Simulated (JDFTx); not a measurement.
## Mo: equation of state with r2SCAN

Crystal: Mo.

```
Mo
1.0
    -1.58381    1.58381    1.58381
     1.58381   -1.58381    1.58381
     1.58381    1.58381   -1.58381
Mo
1
Direct
  0.00000 0.00000 0.00000
```

* Program: JDFTx 1.7.0 (patched build)
* Task: equation of state
* Functional: r2SCAN
* Potentials or basis: SG15-PBE-1.2
* Cutoff: 1088 eV
* Density cutoff: 4354 eV
* k mesh: 12 × 12 × 12
* Occupations: fermi-dirac, width 0.05 eV
* Spin: no spin polarisation

The equilibrium volume is 15.57 Å³/atom, the bulk modulus is 279 GPa and the pressure derivative of the bulk modulus is 4.3.

Energy against volume, from the lowest point:
| volume (Å³/atom) | energy (meV/atom) |
| --- | --- |
| 14.938 | 24.44 |
| 15.256 | 5.92 |
| 15.574 | 0.00 |
| 15.892 | 5.42 |
| 16.209 | 21.02 |
| 16.527 | 45.74 |
| 16.845 | 78.66 |

Caveat: the potentials were made for another functional, which shifts forces and pressure.
